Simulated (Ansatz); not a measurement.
# KMgF3 (Pm-3m), a vibration from a frozen displacement

Method: DFT PBE, scalar-relativistic, plane waves, PAW (Ansatz). The runs took a 420 eV cutoff, a Γ-centred 6×6×6 mesh and Gaussian smearing (0.05 eV). No spin polarisation. Energies are free energies at this smearing, counted from the undisturbed cell; pressure is positive in compression.

Zero of the scan (as given, not relaxed at this level; it stands at 3.8 GPa, and it needn't be the usual structure):

```
K Mg F
1.0
     3.98590    0.00000    0.00000
     0.00000    3.98590    0.00000
     0.00000    0.00000    3.98590
K Mg F
1 1 3
Direct
  0.50000 0.50000 0.50000
  0.00000 0.00000 0.00000
  0.50000 0.00000 0.00000
  0.00000 0.50000 0.00000
  0.00000 0.00000 0.50000
```

Every F atom is moved by x along the Cartesian unit vector (0.000, -0.707, -0.707); the cell and all other atoms stay fixed. The cell's volume is 63.33 Å³; the moved atoms weigh 56.995 u together and the others 63.403 u. Some rows repeat others by symmetry and weren't run.

| x (Å) | ΔE (meV/cell) | total force on the moved atoms along the move (eV/Å) | pressure (GPa) |
| --- | --- | --- | --- |
| -0.5000 | 1415.91 | 6.5283 | 16.0363 |
| -0.4375 | 1044.19 | 5.3852 | 13.0890 |
| -0.3750 | 740.45 | 4.3528 | 10.5678 |
| -0.3125 | 497.82 | 3.4290 | 8.4610 |
| -0.2500 | 309.72 | 2.6061 | 6.7577 |
| -0.1875 | 170.22 | 1.8711 | 5.4475 |
| -0.1250 | 74.35 | 1.2063 | 4.5201 |
| -0.0625 | 18.39 | 0.5906 | 3.9672 |
| 0.0000 | 0.00 | 0.0000 | 3.7836 |
| 0.0625 | 18.39 | -0.5906 | 3.9672 |
| 0.1250 | 74.35 | -1.2063 | 4.5201 |
| 0.1875 | 170.22 | -1.8711 | 5.4475 |
| 0.2500 | 309.72 | -2.6061 | 6.7577 |
| 0.3125 | 497.82 | -3.4290 | 8.4610 |
| 0.3750 | 740.45 | -4.3528 | 10.5678 |
| 0.4375 | 1044.19 | -5.3852 | 13.0890 |
| 0.5000 | 1415.91 | -6.5283 | 16.0363 |

What frequency belongs to this motion?

The force constant is k = −dF/dx = 9.449 eV/Å², from the parabola through x = -0.0625, 0 and 0.0625. In every cell the moved atoms swing against the rest, so the mass is μ = m₁m₂/(m₁ + m₂) = 30.014 u, and ν̃ = 521.5 cm⁻¹ × √(|k|/μ) = 293 cm⁻¹, at this cell's pressure of 3.8 GPa. The pattern needn't be a normal mode: ν̃² is then a weighted mean of the squared nonzero frequencies at the zone centre of this cell, taken without macroscopic field, so it lies between the lowest and the highest of them.

How far does the harmonic law reach?

At x = -0.500 Å, kx²/2 = 1181.15 meV against the computed 1415.91 meV (+19.9 %): the well stiffens in this direction at large amplitude.

The pressure changes with x². What does that say about the frequency under compression?

With E = k(V)x²/2, k ∝ V^(−2γ) and x scaling with the cell as V^(1/3), P − P0 = −∂E/∂V = (2γ − 2/3) ΔE/V. At x = 0.1250 Å, V(P − P0) = 63.33 × 0.73655 / 160.2 eV = 291.12 meV and ΔE = 74.35 meV, so γ = 1/3 + V(P − P0)/(2ΔE) = 2.29. This is the Grüneisen parameter of the motion under uniform scaling of the cell: shrinking the cell evenly by 1 % in volume raises the frequency by about 2.29 %.